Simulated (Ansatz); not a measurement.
**Sn in Ansatz: the effect of functional**

Sn:

```
Sn
1.0
    -2.05589    2.05589    1.68261
     2.05589   -2.05589    1.68261
     2.05589    2.05589   -1.68261
Sn
1
Direct
  0.00000 0.00000 0.00000
```

This isn't the form of Sn at room conditions, which is tetragonal (white tin).

The cell isn't the ideal one: volume scaled by 1.04.

Alike in all runs:

| Quantity | Value |
| --- | --- |
| Program | Ansatz 0.2.0 |
| Task | single point |
| Potentials or basis | Ansatz PAW |
| k mesh | 10 × 10 × 10 |
| Occupations | fermi-dirac, width 0.05 eV |
| Spin | no spin polarisation |

```csv
functional,cutoff,pressure (GPa)
LDA,420 eV (not typed: the program's choice for these potentials),?
PBEsol,420 eV (not typed: the program's choice for these potentials),-3.5
r2SCAN,500 eV (not typed: the program's choice for these potentials),-2.2
```

Q: What does the run with functional LDA give?

A: Pressure -4.7 GPa.

Caveats: the PAW data sets come from PBE, with cores solved anew for the run's functional, which leaves a small shift of forces and pressure.

Runs at the PBE level aren't shown here.
